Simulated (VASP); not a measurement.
# CdTe (F-43m) in VASP: further runs

Aim: see how the results for CdTe move with the level of theory and the settings. Levels: PBE, LDA. Tasks: single point.

Everything below comes from runs of VASP 6.6.1. Logs are shortened: lines on timing, memory, paths and dates and some standing lists are left out, and cuts for length are marked.

## (1) The crystal as given

Symmetry: F-43m, No. 216, cubic system. Conventional cell: a = 6.410 Å, b = 6.410 Å, c = 6.410 Å, α = 90.00°, β = 90.00°, γ = 90.00°. Te (site symmetry -43m) is surrounded by 4 Cd at 2.78 Å. Around Cd (site symmetry -43m) lie 4 Te at 2.78 Å.

## (2) Single point, PBE, spin-orbit coupling, no magnetisation

The input, INCAR:

```
SYSTEM = CdTe
ALGO = Normal
EDIFF = 1E-7
ENCUT = 340
GGA = PE
GGA_COMPAT = .False.
ISIF = 2
ISMEAR = 0
LASPH = .True.
LCHARG = .False.
LORBIT = 11
LREAL = .False.
LSORBIT = .True.
LWAVE = .False.
MAGMOM = 0 0 0 0 0 0
NBANDS = 34
NELM = 100
PREC = Accurate
SIGMA = 0.02
```

The input, KPOINTS:

```
k-points
0
Gamma
  8 8 8
  0 0 0
```

The input, POSCAR:

```
CdTe
1.0
    0.0000000000      3.2050000000      3.2050000000
    3.2050000000      0.0000000000      3.2050000000
    3.2050000000      3.2050000000      0.0000000000
Te Cd
1 1
Direct
    0.7500000000      0.7500000000      0.7500000000
    0.0000000000      0.0000000000      0.0000000000
```

Potentials or basis: VASP PAW PBE potentials, release 64 (Te, Cd).

On the command line:

```bash
$ cat potpaw_PBE.64/Te/POTCAR potpaw_PBE.64/Cd/POTCAR > POTCAR
$ mpirun -np 1 vasp_ncl > vasp.out
```

OUTCAR:

```text
SYSTEM = CdTe
   EDIFF = 1E-7
   ENCUT = 340
   GGA = PE
   ISIF = 2
   ISMEAR = 0
   LASPH = .True.
   LORBIT = 11
   LREAL = .False.
   LSORBIT = .True.
   NELM = 100
   PREC = Accurate

 Found     43 irreducible k-points:

 Following reciprocal coordinates:
            Coordinates               Weight
  0.000000  0.000000  0.000000      1.000000
  0.125000  0.000000  0.000000      4.000000
 -0.125000  0.000000  0.000000      4.000000
  0.250000  0.000000  0.000000      4.000000
 -0.250000  0.000000  0.000000      4.000000
  0.375000  0.000000  0.000000      4.000000
   k-points           NKPTS =     43   k-points in BZ     NKDIM =     43   number of bands    NBANDS=     34
   number of dos      NEDOS =    301   number of ions     NIONS =      2
   total plane-waves  NPLWV =  21952
   dimension x,y,z NGX =    28 NGY =   28 NGZ =   28
   dimension x,y,z NGXF=    56 NGYF=   56 NGZF=   56
   ions per type =               1   1
   NGX,Y,Z   is equivalent  to a cutoff of  10.27, 10.27, 10.27 a.u.
   NGXF,Y,Z  is equivalent  to a cutoff of  20.54, 20.54, 20.54 a.u.
 SYSTEM =  CdTe
   PREC   = accura    normal or accurate (medium, high low for compatibility)
   ISTART =      0    job   : 0-new  1-cont  2-samecut
   ICHARG =      2    charge: 1-file 2-atom 10-const
   ISPIN  =      1    spin polarized calculation?
   LNONCOLLINEAR =      T non collinear calculations
   LSORBIT =      T    spin-orbit coupling
   LASPH  =      T    aspherical Exc in radial PAW
   ENCUT  =  340.0 eV  24.99 Ry    5.00 a.u.   6.81  6.81  6.81*2*pi/ulx,y,z
   NELM   =    100;   NELMIN=  2; NELMDL= -5     # of ELM steps
   EDIFF  = 0.1E-06   stopping-criterion for ELM
   LREAL  =      F    real-space projection
   EDIFFG = 0.1E-05   stopping-criterion for IOM
   NSW    =      0    number of steps for IOM
   IBRION =     -1    ionic relax: 0-MD 1-quasi-New 2-CG
   NFREE  =      0    steps in history (QN), initial steepest desc. (CG)
   ISIF   =      2    stress and relaxation
   ISYM   =      2    0-nonsym 1-usesym 2-fastsym
   POTIM  = 0.5000    time-step for ionic-motion
   TEBEG  =    0.0;   TEEND  =   0.0 temperature during run
   PSTRESS=    0.0 pullay stress
   NELECT =      18.0000    total number of electrons
   NUPDOWN=      -1.0000    fix difference up-down
   EMIN   =  10.00;   EMAX   =-10.00  energy-range for DOS
   EFERMI =   0.00;   METHOD = LEGACY
   ISMEAR =     0;   SIGMA  =   0.02  broadening in eV -4-tet -1-fermi 0-gaus
   EFERMI_NEDOS =   21; number of points for ismear=-14 and -15
   IALGO  =     38    algorithm
   IMIX   =      4    mixing-type and parameters
     AMIX     =   0.40;   BMIX     =  1.00
     AMIX_MAG =   1.60;   BMIX_MAG =  1.00
  volume/ion in A,a.u.               =      32.92       222.17
  Fermi-wavevector in a.u.,A,eV,Ry     =   1.062497  2.007828 15.359610  1.128899
  Thomas-Fermi vector in A             =   2.197950
   LORBIT       =     11    0 simple, 1 ext, 2 COOP (PROOUT), +10 PAW based schemes
   GGA     = PE    functional components
   LHFCALC =     F    Hartree Fock is set to
   AEXX    =    0.0000 exact exchange contribution
   IVDW    =     0    specifies the selected vdW correction
   LEPSILON=     F    determine dielectric tensor
   LRPA    =     F    only Hartree local field effects (RPA)
 Gauss-broadening in eV      SIGMA  =   0.02
  energy-cutoff  :      340.00
  volume of cell :       65.84
 maximum number of plane-waves:      1920
   NGX = 13   NGY = 13   NGZ = 13

 number of electron      18.0000011 magnetization      -0.0000000      0.0000000      0.0000000

 number of electron      18.0000011 magnetization      -0.0000000     -0.0000000     -0.0000000

 number of electron      18.0000011 magnetization      -0.0000000      0.0000000     -0.0000000

 number of electron      18.0000011 magnetization       0.0000000      0.0000000      0.0000000

 Free energy of the ion-electron system (eV)
  ---------------------------------------------------
  ext. energy  EPLUGINS =         0.00000000
  ---------------------------------------------------
  free energy    TOTEN  =        -4.84967820 eV

  energy without entropy =       -4.84967820  energy(sigma->0) =       -4.84967820

 E-fermi :   3.0370     XC(G=0):  -8.7323

 val. band max:        2.9302623221   @ k =   0.0000   0.0000   0.0000
 cond. band min:       3.5278033789   @ k =   0.0000   0.0000   0.0000
 fundamental gap:      0.5975410568
 Fermi energy:         3.0369773164

 k-point     1 :       0.0000    0.0000    0.0000
  band No.  band energies     occupation
      1      -8.7076      1.00000
      2      -8.7076      1.00000
      3      -6.0406      1.00000
      4      -6.0406      1.00000
      5      -6.0406      1.00000
      6      -6.0406      1.00000
[... 22 lines left out ...]
     29      12.0739      0.00000
     30      12.0739      0.00000

 k-point     2 :       0.1250    0.0000    0.0000
  band No.  band energies     occupation
      1      -8.6449      1.00000
      2      -8.6449      1.00000
      3      -6.0467      1.00000
      4      -6.0263      1.00000
      5      -6.0089      1.00000
      6      -6.0089      1.00000
[... 22 lines left out ...]
     29      11.3237      0.00000
     30      11.3237      0.00000

 k-point     3 :      -0.1250    0.0000    0.0000
  band No.  band energies     occupation
      1      -8.6449      1.00000
      2      -8.6449      1.00000
      3      -6.0467      1.00000
      4      -6.0263      1.00000
      5      -6.0089      1.00000
      6      -6.0089      1.00000
[... 22 lines left out ...]
     29      11.3237      0.00000
     30      11.3237      0.00000

 k-point     4 :       0.2500    0.0000    0.0000
  band No.  band energies     occupation
      1      -8.4930      1.00000
      2      -8.4930      1.00000
      3      -6.0425      1.00000
      4      -6.0137      1.00000
      5      -5.9161      1.00000
      6      -5.9161      1.00000
[... 22 lines left out ...]
     29      11.1027      0.00000
     30      11.1027      0.00000

 k-point     5 :      -0.2500    0.0000    0.0000
  band No.  band energies     occupation
      1      -8.4930      1.00000
      2      -8.4930      1.00000
      3      -6.0425      1.00000
      4      -6.0137      1.00000
      5      -5.9161      1.00000
      6      -5.9161      1.00000
[... 22 lines left out ...]
     29      11.1027      0.00000
     30      11.1027      0.00000

 k-point     6 :       0.3750    0.0000    0.0000
  band No.  band energies     occupation
      1      -8.3428      1.00000
      2      -8.3428      1.00000
      3      -6.0316      1.00000
      4      -6.0114      1.00000
      5      -5.8037      1.00000
      6      -5.8037      1.00000
[... 22 lines left out ...]
     29      11.9006      0.00000
     30      11.9006      0.00000

 [... further k-points ...]

 [bands above 30 left out]

------------------------ aborting loop because EDIFF is reached ----------------------------------------

  FORCE on cell =-STRESS in cart. coord.  units (eV):
  Direction    XX          YY          ZZ          XY          YZ          ZX
  --------------------------------------------------------------------------------------
  -------------------------------------------------------------------------------------
  Total        1.7159294      1.7159294      1.7159294      0.0000000      0.0000000      0.0000000
  in kB       41.7537897     41.7537897     41.7537897      0.0000000      0.0000000      0.0000000
  external PRESSURE =      41.7537897 kB  Pullay stress =       0.0000000 kB

 VOLUME and BASIS-vectors are now :
 -----------------------------------------------------------------------------
  energy-cutoff  :      340.00
  volume of cell :       65.84
      direct lattice vectors                 reciprocal lattice vectors
     0.000000000  3.205000000  3.205000000    -0.156006240  0.156006240  0.156006240
     3.205000000  0.000000000  3.205000000     0.156006240 -0.156006240  0.156006240
     3.205000000  3.205000000  0.000000000     0.156006240  0.156006240 -0.156006240

 POSITION                                       TOTAL-FORCE (eV/Angst)
 -----------------------------------------------------------------------------------
      4.80750      4.80750      4.80750        -0.000000      0.000000      0.000000
      0.00000      0.00000      0.00000         0.000000     -0.000000     -0.000000
 -----------------------------------------------------------------------------------
    total drift:                                0.000001      0.000001      0.000001

  FREE ENERGIE OF THE ION-ELECTRON SYSTEM (eV)
  ---------------------------------------------------
  free  energy   TOTEN  =        -4.8496782034 eV

  energy  without entropy=       -4.8496782034  energy(sigma->0) =       -4.84967820

 Spin-Orbit-Coupling matrix elements

 Ion:    1  E_soc:     -0.1923240
 l=   1
     0.0000000    -0.0319726    -0.0319726
    -0.0319726     0.0000000    -0.0319726
    -0.0319726    -0.0319726     0.0000000
 l=   2
     0.0000000    -0.0000319     0.0000000    -0.0000319    -0.0000495
    -0.0000319     0.0000000    -0.0000371    -0.0000319    -0.0000124
     0.0000000    -0.0000371     0.0000000    -0.0000371     0.0000000
    -0.0000319    -0.0000319    -0.0000371     0.0000000    -0.0000124
    -0.0000495    -0.0000124     0.0000000    -0.0000124     0.0000000
 l=   3
     0.0000000     0.0000000     0.0000000     0.0000000     0.0000000     0.0000000     0.0000000
     0.0000000     0.0000000     0.0000000     0.0000000     0.0000000     0.0000000     0.0000000
     0.0000000     0.0000000     0.0000000     0.0000000     0.0000000     0.0000000     0.0000000
     0.0000000     0.0000000     0.0000000     0.0000000     0.0000000     0.0000000     0.0000000
     0.0000000     0.0000000     0.0000000     0.0000000     0.0000000     0.0000000     0.0000000
     0.0000000     0.0000000     0.0000000     0.0000000     0.0000000     0.0000000     0.0000000
     0.0000000     0.0000000     0.0000000     0.0000000     0.0000000     0.0000000     0.0000000

 Ion:    2  E_soc:     -0.0616642
 l=   1
     0.0000000    -0.0033370    -0.0033370
    -0.0033370     0.0000000    -0.0033370
    -0.0033370    -0.0033370     0.0000000
 l=   2
     0.0000000    -0.0013960     0.0000000    -0.0013960    -0.0055444
    -0.0013960     0.0000000    -0.0041583    -0.0013960    -0.0013861
     0.0000000    -0.0041583     0.0000000    -0.0041583     0.0000000
    -0.0013960    -0.0013960    -0.0041583     0.0000000    -0.0013861
    -0.0055444    -0.0013861     0.0000000    -0.0013861     0.0000000
 l=   3
     0.0000000     0.0000000     0.0000000     0.0000000     0.0000000     0.0000000     0.0000000
     0.0000000     0.0000000     0.0000000     0.0000000     0.0000000     0.0000000     0.0000000
     0.0000000     0.0000000     0.0000000     0.0000000     0.0000000     0.0000000     0.0000000
     0.0000000     0.0000000     0.0000000     0.0000000     0.0000000     0.0000000     0.0000000
     0.0000000     0.0000000     0.0000000     0.0000000     0.0000000     0.0000000     0.0000000
     0.0000000     0.0000000     0.0000000     0.0000000     0.0000000     0.0000000     0.0000000
     0.0000000     0.0000000     0.0000000     0.0000000     0.0000000     0.0000000     0.0000000

 total charge

# of ion       s       p       d       tot
------------------------------------------
    1        1.350   2.078   0.024   3.452
    2        0.478   0.338   9.511  10.328
--------------------------------------------------
tot          1.828   2.417   9.535  13.780

 magnetization (x)

# of ion       s       p       d       tot
------------------------------------------
    1        0.000  -0.000   0.000   0.000
    2       -0.000  -0.000   0.000  -0.000
--------------------------------------------------
tot         -0.000  -0.000   0.000  -0.000

 magnetization (y)

# of ion       s       p       d       tot
------------------------------------------
    1        0.000   0.000  -0.000   0.000
    2        0.000   0.000   0.000   0.000
--------------------------------------------------
tot          0.000   0.000  -0.000   0.000

 magnetization (z)

# of ion       s       p       d       tot
------------------------------------------
    1       -0.000   0.000  -0.000  -0.000
    2       -0.000  -0.000   0.000  -0.000
--------------------------------------------------
tot         -0.000  -0.000  -0.000  -0.000
```

It took 3.2 min on 1 thread of AMD EPYC 7R43 (Zen 3), shared host; peak memory 0.25 GiB.

The run converged, but some of its settings lie outside the range that counts as converged, so its numbers aren't taken as properties of the crystal.

Results:

```
Free energy                                           : -4.8497 eV
Pressure                                              : 4.2 GPa
Valence electrons inside the program's atomic spheres : Te 3.45; Cd 10.33
```

Caveat: the cutoff is under 1.25 times the usual one of these potentials, so pressure, stress and relaxed cells hold a basis-set (Pulay) error.

[end of part 1 of 3]
